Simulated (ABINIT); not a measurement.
Ir:

```
CELL_PARAMETERS angstrom
0.00000 1.91560 1.91560
1.91560 0.00000 1.91560
1.91560 1.91560 0.00000
ATOMIC_POSITIONS crystal
Ir 0.00000 0.00000 0.00000
```

Base run:

* Program: ABINIT 10.8.3 (patched build)
* Functional: r2SCAN
* Potentials or basis: JTH PAW PBE v2.0
* Cutoff: 544 eV
* k mesh: 12 × 12 × 12
* Occupations: fermi-dirac, width 0.05 eV
* Spin: no spin polarisation

Its results: band gap on the k mesh none (metal or under the smearing width); pressure 5.0 GPa.

Task: After a change of settings the same cell gave: band gap on the k mesh none (metal or under the smearing width); pressure 4.1 GPa. Which change was it?
A. k mesh from 12 × 12 × 12 to 7 × 7 × 7
B. potentials or basis from JTH PAW PBE v2.0 to JTH PAW LDA v2.0
C. potentials or basis from JTH PAW PBE v2.0 to PseudoDojo NC SR PBE v0.4.1 standard; cutoff from 544 eV to 1116 eV; valence electrons from 15 to 17
D. functional from r2SCAN to PBEsol; cutoff from 544 eV to 463 eV; fine-grid cutoff from 1088.46 eV to 925.187 eV

Result: A.

Caveats: some runs use coarse meshes; the PAW data sets were made with another functional, which shifts forces and pressure a little; spin-orbit coupling is left out, which moves the levels of the heavy elements (some runs).

Runs at the PBE level aren't shown here.
